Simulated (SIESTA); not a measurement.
CoO in SIESTA: the effect of starting spin order

Crystal: CoO.

```
Co O
1.0
    -1.50800    1.50800    2.10725
     1.50800   -1.50800    2.10725
     1.50800    1.50800   -2.10725
Co O
1 1
Direct
  0.00000 0.00000 0.00000
  0.50000 0.50000 0.00000
```

Alike in all runs:

- Program: SIESTA 5.4.2
- Task: single point
- Functional: PBEsol
- Potentials or basis: PseudoDojo 0.4 standard (PBEsol files)
- Basis: DZP (energy shift 0.003 Ry; two zetas on semicore shells)
- Grid cutoff: 800 Ry
- Energy shift: 0.003 Ry
- k mesh: 12 × 12 × 12
- Occupations: fermi-dirac, width 0.05 eV

| starting spin order | spin | starting moments | energy over the lowest run (meV/atom) | final net moment (μB) | final largest site moment (μB) |
| --- | --- | --- | --- | --- | --- |
| nm | collinear spin, zero start | [0.0, 0.0] μB | ? | ? | ? |
| fm | collinear spin, ferromagnetic start | [2.0, 0.0] μB | 0.0 | 2.96 | 2.59 |
| fm_larger | collinear spin, fm_larger start | [3.5, 0.0] μB | 0.0 | 2.96 | 2.59 |
| afm | collinear spin, ferromagnetic start | [2.0, 0.0] μB | 0.0 | 2.96 | 2.59 |

Problem. What does the run with starting spin order nm give?

Solution. Energy over the lowest run 268.6 meV/atom; final net moment 0.00 μB; final largest site moment 0.00 μB.

Caveats: a cell with one magnetic atom can't hold antiferromagnetic order, which such compounds often take (some runs).
